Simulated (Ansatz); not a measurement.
# What strain does to AlN (zincblende)

AlN built on the zincblende prototype, relaxed with r2SCAN in Ansatz. It is cubic, F-43m (No. 216); a = 4.370 Å in the conventional setting, 10.43 Å³ an atom. Al has 4 N at 1.89 Å; N has 4 Al at 1.89 Å.

The axes x, y and z are those of this cell:
```
Al N
1.0
     0.00000    2.18488    2.18488
     2.18488    0.00000    2.18488
     2.18488    2.18488    0.00000
Al N
1 1
Direct
  0.00000 0.00000 0.00000
  0.25000 0.25000 0.25000
```

Unstrained: With PBE the valence top lies at Γ and the conduction bottom at X, 3.325 eV higher; the smallest vertical gap, at Γ, is 4.176 eV. r2SCAN gives an indirect gap of 3.941 eV, from Γ to X; the least direct gap is 4.842 eV at Γ. HSE06 gives an indirect gap of 4.552 eV, from Γ to X; the least direct gap is 5.547 eV at Γ. Meshes: PBE 10×10×10, r2SCAN 10×10×10, HSE06 8×8×8. Strains are changes of length per length. After each strain the atoms were relaxed again with r2SCAN within the symmetry that the strain leaves, so tilts or polar shifts that break it weren't tested; points keep the names that they have in the unstrained zone. Spin-unpolarised throughout; all numbers are computed.

Changes of the least gap in eV (an overlap counts as a negative gap):

| strain | volume change (%) | space group | PBE | r2SCAN | HSE06 | energy rise, r2SCAN (meV/atom) |
| --- | --- | --- | --- | --- | --- | --- |
| epitaxial +5.67 % in the plane normal to [111], free normal strain -1.82 % | +9.6 | R3m | -0.440 | -0.479 | -0.473 | 97.1 |
| epitaxial -1.05 % in the xy plane, free normal strain +1.08 % | -1.0 | I-4m2 | -0.056 | -0.055 | -0.053 | 2.2 |
| biaxial -2.04 % in x and y, z held | -4.0 | I-4m2 | -0.040 | -0.031 | -0.023 | 13.3 |

Epitaxial +5.67 % in the plane normal to [111], free normal strain -1.82 %. HSE06: the gap goes from 4.552 to 4.079 eV (-0.473 eV); with r2SCAN the top three valence levels at Γ, degenerate before, become 1+2 from the top over 460 meV. Stress change with r2SCAN, compression positive: xx -15.81, yy -15.81, zz -15.81, xy +7.92, xz +7.92, yz +7.92 GPa.

Epitaxial -1.05 % in the xy plane, free normal strain +1.08 %. HSE06: the gap goes from 4.552 to 4.499 eV (-0.053 eV); with r2SCAN the top three valence levels at Γ, degenerate before, become 2+1 from the top over 95 meV. Stress change with r2SCAN, compression positive: xx +3.30, yy +3.30, zz 0.00 GPa.

Biaxial -2.04 % in x and y, z held. HSE06: the gap goes from 4.552 to 4.529 eV (-0.023 eV); with r2SCAN the top three valence levels at Γ, degenerate before, become 2+1 from the top over 93 meV. Stress change with r2SCAN, compression positive: xx +10.39, yy +10.39, zz +7.26 GPa.

The meshes of the hybrids are coarse, so their gaps aren't converged to the digits shown.

The splittings at Γ are without spin-orbit coupling, which regroups them where it is of like size or larger.
